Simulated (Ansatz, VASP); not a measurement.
Two plane-wave programs on ZnO

The input INCAR:

```
SYSTEM = ZnO
  PREC = Accurate
  ENCUT = 520
  EDIFF = 1E-6
  ISMEAR = 0
  SIGMA = 0.02
  LREAL = .FALSE.
  LASPH = .TRUE.
  NELM = 100
  ALGO = Normal
  ISIF = 2
  LWAVE = .FALSE.
  LCHARG = .FALSE.
  GGA = PE
  NBANDS = 26
```

Contents of KPOINTS:

```
Automatic mesh
0
G
  12 12 6
  0 0 0
```

Contents of POSCAR:

```
ZnO
1.0
    3.2407654093      0.0000000000      0.0000000000
   -1.6203827046      2.8065851721      0.0000000000
    0.0000000000      0.0000000000      5.5049624914
Zn O
2 2
Direct
    0.6666666659      0.3333333341      0.5061177229
    0.3333333341      0.6666666659      0.0061177229
    0.6666666676      0.3333333324      0.8741922771
    0.3333333324      0.6666666676      0.3741922771
```

Input for Ansatz:

```yaml
crystal:
  lattice:
    - [3.2407654093, 0.0, 0.0]
    - [-1.6203827046, 2.8065851721, 0.0]
    - [0.0, 0.0, 5.5049624914]
  atoms:
    - { symbol: Zn, position: [0.6666666659, 0.3333333341, 0.5061177229] }
    - { symbol: Zn, position: [0.3333333341, 0.6666666659, 0.0061177229] }
    - { symbol: O, position: [0.6666666676, 0.3333333324, 0.8741922771] }
    - { symbol: O, position: [0.3333333324, 0.6666666676, 0.3741922771] }
basis:
  ecutwfc: 420
kpoints:
  mp_grid: { grid: [12, 12, 6] }
  band_path: { path: [VBM, CBM], npoints: 2 }
hamiltonian:
  xc: pbe
scf:
  occupations: { method: gaussian, width: 0.02 }
output:
  forces: true
  stress: true
  eigenvalues: true
checkpoint:
  read: start.run
  write: ck
  compress: false
  write_wavefunctions: false
  write_every: 100000
```

Alike in both runs: task single point; functional PBE; k mesh 12 × 12 × 6; occupations gaussian, width 0.02 eV; no spin polarisation.

```csv
,VASP,Ansatz
version,VASP 6.6.1,Ansatz 0.2.0
potentials or method,"VASP PAW PBE potentials, release 64 (Zn, O)","scalar-relativistic, plane waves, PAW"
plane-wave cutoff (eV),520,420
valence electrons in the cell,36,36
```

|  | VASP | Ansatz | Ansatz less VASP |
| --- | --- | --- | --- |
| gap on the k mesh at the Fermi level (eV) | 0.62 | 0.63 | +0.016 |
| least direct gap on the mesh (eV) | 0.62 | 0.63 | +0.016 |
| pressure (GPa) | -1.3 | -2.1 | -0.83 |
| largest component of the traceless stress (GPa) | 4.21 | 4.15 | -0.056 |
| rms of the force components (eV/Å) | 0.008 | 0.000 | -0.0077 |

Atom by atom the forces differ by 0.008 eV/Å (rms over components).

As with any semilocal functional, this PBE gap is likely too small.
